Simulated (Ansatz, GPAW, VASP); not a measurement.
# PbSe: 4 runs at one level of theory

```
Pb Se
1.0
     0.00000    3.06065    3.06065
     3.06065    0.00000    3.06065
     3.06065    3.06065    0.00000
Pb Se
1 1
Direct
  0.00000 0.00000 0.00000
  0.50000 0.50000 0.50000
```

Alike in all runs: task single point; functional PBE; k mesh 8 × 8 × 8; occupations gaussian, width 0.024 eV; no spin polarisation; no spin-orbit coupling. Pressure is positive in compression and, in plane waves, holds the error of the finite cutoff, which Ansatz's Pulay term estimates and takes out.

```tsv
program and potentials	plane-wave cutoff (eV)	notes	band gap (eV)	pressure (GPa)
Ansatz, Ansatz PAW	420	15 valence electrons an atom on average	0.29	2.43
Ansatz, all-electron LAPW, scalar-relativistic	-	-	0.28	2.43
GPAW, GPAW PAW data sets (gpaw-data 1.2.1)	600	10 valence electrons an atom on average	0.24	2.22
VASP, PBE PAW files Pb_d, Se, 520 eV	520	10 valence electrons an atom on average	?	?
```

Task: Estimate from the other rows what the run with VASP, PBE PAW files Pb_d, Se, 520 eV gave.

Result: Band gap 0.29 eV; pressure 2.40 GPa. The other rows, which needn't bracket it: band gap 0.24 to 0.29; pressure 2.22 to 2.43.
